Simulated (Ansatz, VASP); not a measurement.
AlO2 in VASP and in Ansatz

INCAR

```
PREC     = Accurate       # precision mode
ENCUT    = 600            # plane-wave cutoff, eV
EDIFF    = 1E-6           # SCF threshold, eV
ISMEAR   = 0              # smearing method
SIGMA    = 0.1            # smearing width, eV
LREAL    = False          # projectors in reciprocal space
LASPH    = True           # aspherical terms in the spheres
NELM     = 60             # most SCF steps
ALGO     = Normal         # electronic algorithm
ISIF     = 3              # what is computed and relaxed
LWAVE    = False          # write WAVECAR
LCHARG   = False          # write CHGCAR
GGA      = PE             # functional
IBRION   = 2              # ionic algorithm
NSW      = 90             # ionic steps
EDIFFG   = -0.04          # ionic threshold
```

KPOINTS

```
regular mesh
0
Gamma
  3 3 6
```

Contents of POSCAR:

```
AlO2
1.0
    6.0605863206      0.0000000000      0.0000000000
   -3.0302931603      5.2486217155      0.0000000000
    0.0000000000      0.0000000000      2.8754855600
Al O
3 6
Direct
    0.5000000000      0.0000000000      0.0000000000
    0.5000000000      0.5000000000      0.6666666667
    0.0000000000      0.5000000000      0.3333333333
    0.2124942324      0.4249884649      0.0000000000
    0.7875057676      0.2124942324      0.6666666667
    0.5750115351      0.7875057676      0.3333333333
    0.7875057676      0.5750115351      0.0000000000
    0.2124942324      0.7875057676      0.6666666667
    0.4249884649      0.2124942324      0.3333333333
```

Input for Ansatz:

```yaml
crystal:
  lattice:
    - [6.0605863206, 0.0, 0.0]
    - [-3.0302931603, 5.2486217155, 0.0]
    - [0.0, 0.0, 2.87548556]
  atoms:
    - { symbol: Al, position: [0.5, 0.0, 0.0] }
    - { symbol: Al, position: [0.5, 0.5, 0.6666666667] }
    - { symbol: Al, position: [0.0, 0.5, 0.3333333333] }
    - { symbol: O, position: [0.2124942324, 0.4249884649, 0.0] }
    - { symbol: O, position: [0.7875057676, 0.2124942324, 0.6666666667] }
    - { symbol: O, position: [0.5750115351, 0.7875057676, 0.3333333333] }
    - { symbol: O, position: [0.7875057676, 0.5750115351, 0.0] }
    - { symbol: O, position: [0.2124942324, 0.7875057676, 0.6666666667] }
    - { symbol: O, position: [0.4249884649, 0.2124942324, 0.3333333333] }
basis:
  ecutwfc: 420
kpoints:
  mp_grid: { grid: [3, 3, 6] }
hamiltonian:
  xc: pbe
scf:
  occupations: { method: gaussian, width: 0.1 }
  lower_state_search: "off"
output:
  forces: true
  stress: true
  eigenvalues: true
relax:
  adjacent_minimum: "off"
  f_tol: 0.04
  max_steps: 70
  cell: { stress_tol: 0.4 }
```

Alike in both runs: task relaxation of cell and atoms; functional PBE; k mesh 3 × 3 × 6; occupations gaussian, width 0.1 eV; no spin polarisation.

|  | VASP | Ansatz |
| --- | --- | --- |
| version | VASP 6.6.1 | Ansatz 0.2.0 |
| potentials or method | VASP PAW PBE potentials, release 64 (Al, O) | scalar-relativistic, plane waves, PAW |
| plane-wave cutoff (eV) | 600 | 420 |
| valence electrons in the cell | 45 | 45 |

|  | VASP | Ansatz | Ansatz less VASP |
| --- | --- | --- | --- |
| gap on the k mesh at the Fermi level, each at its own relaxed structure (eV) | none | none | - |
| relaxed volume (Å³/atom) | 10.16 | 10.16 | 0.000 |
| relaxed cell length with the largest relative difference (Å) | 6.061 | 6.061 | 0.0000 |

A gap of «none» marks a metal or a gap that the smearing closes.

Caveats: the k mesh is coarse (spacing up to 0.40 Å⁻¹), so the values aren't converged; the relaxation stopped at its first step, so nothing moved; an odd number of electrons without spin polarisation forces a metal; a magnetic or distorted state may lie lower.
